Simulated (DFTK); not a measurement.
# Ni in DFTK: the effect of Hubbard term

Ni:

```
Ni
1.0
     0.00000    1.73757    1.73757
     1.73757    0.00000    1.73757
     1.73757    1.73757    0.00000
Ni
1
Direct
  0.00000 0.00000 0.00000
```

Alike in all runs:

- Program: DFTK 0.8.2
- Task: band structure
- Functional: LDA
- Potentials or basis: dojo.nc.sr.lda.v0_4_1.standard.upf (LDA)
- Cutoff: 1333 eV
- k mesh: 6 × 6 × 6
- Occupations: fermi-dirac, width 0.05 eV
- Spin: collinear spin, ferromagnetic start
- Starting moments: [1.0] μB
- Start of the occupations: half filled (the program's default)
- Valence electrons: Ni 18
- SCF tolerance on the density: 1e-06
- Symmetries used: no

```tsv
Hubbard term	pressure (GPa)	moment (μB)
Ni d U = 0 eV	-11.2	0.64
Ni d U = 1.5 eV	-11.0	0.62
Ni d U = 3 eV	?	?
```

Question: What does the run with Hubbard term Ni d U = 3 eV give?

Answer: Pressure -10.1 GPa; moment 0.60 μB.

Caveats: all runs use coarse meshes; the Hubbard orbitals reach further out than in other programs, which can move energies by up to some tens of meV an atom; the U is typed as a test and isn't derived for this compound.
